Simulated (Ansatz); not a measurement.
# SiNi: the cost of one run

Method: DFT PBEsol, scalar-relativistic, plane waves, PAW, in Ansatz 0.2.0.

1 further run of the same task is left out (set aside as unsound or not needed). Runs told in other sessions of the task aren't counted.

## Step 1: The starting structure

It takes space group Pnma (No. 62, orthorhombic). Conventional cell: a = 5.088 Å, b = 3.358 Å, c = 5.528 Å, α = 90.00°, β = 90.00°, γ = 90.00°. Si (site symmetry m) is surrounded by 6 Ni at 2.26 to 2.38 Å. Ni (site symmetry m) is surrounded by 6 Si at 2.26 to 2.38 Å.

Coordinates:

```
Si Ni
1.0
     5.08783    0.00000    0.00000
     0.00000    3.35777    0.00000
     0.00000    0.00000    5.52783
Si Ni
4 4
Direct
  0.32143 0.75000 0.08656
  0.17857 0.25000 0.58656
  0.82143 0.75000 0.41344
  0.67857 0.25000 0.91344
  0.00930 0.25000 0.18739
  0.49070 0.75000 0.68739
  0.50930 0.25000 0.31261
  0.99070 0.75000 0.81261
```

This cell was relaxed beforehand with the same method: volume 11.80 Å³/atom, gap on the mesh none (metal).

## Step 2: Static run: bands, density of states and charges

Contents of input.yaml:

```yaml
crystal:
  lattice:
    - [5.0878282843, 0.0, 0.0]
    - [0.0, 3.357771491, 0.0]
    - [0.0, 0.0, 5.5278301702]
  atoms:
    - { symbol: Si, position: [0.3214276657, 0.75, 0.0865554855] }
    - { symbol: Si, position: [0.1785723343, 0.25, 0.5865554855] }
    - { symbol: Si, position: [0.8214276657, 0.75, 0.4134445145] }
    - { symbol: Si, position: [0.6785723343, 0.25, 0.9134445145] }
    - { symbol: Ni, position: [0.009300731, 0.25, 0.1873863638] }
    - { symbol: Ni, position: [0.490699269, 0.75, 0.6873863638] }
    - { symbol: Ni, position: [0.509300731, 0.25, 0.3126136362] }
    - { symbol: Ni, position: [0.990699269, 0.75, 0.8126136362] }
basis:
  ecutwfc: 420
kpoints:
  mp_grid: { grid: [8, 10, 6] }
  band_path:
    path:
      - [[0.0, 0.0, 0.0], [0.5, 0.0, 0.0], [0.5, 0.5, 0.0], [0.0, 0.5, 0.0], [0.0, 0.0, 0.0], [0.0, 0.0, 0.5], [0.5, 0.0, 0.5], [0.5, 0.5, 0.5], [0.0, 0.5, 0.5], [0.0, 0.0, 0.5]]
      - [[0.5, 0.0, 0.0], [0.5, 0.0, 0.5]]
      - [[0.0, 0.5, 0.0], [0.0, 0.5, 0.5]]
      - [[0.5, 0.5, 0.0], [0.5, 0.5, 0.5]]
    npoints: 14
hamiltonian:
  xc: pbesol
scf:
  occupations: { method: gaussian, width: 0.1 }
  n_extra_bands: 20
output:
  forces: true
  stress: true
  eigenvalues: true
  populations: true
  dos: { projected: true, de: 0.02, nscf_kmesh: { grid: [12, 15, 9] } }
  bader: true
```

Started as:

```sh
$ ansatz run input.yaml --threads 2 --pin off --max-ram 5120MiB --backend cpu --events-out ev --progress --plain --runs-dir out
```

**Question.** How long does this run take on 2 threads of Intel Xeon at 2.50GHz (Skylake/Cascade Lake), shared host, and how much memory does it need?

About 4.1 min, with a peak of 1.2 GiB.
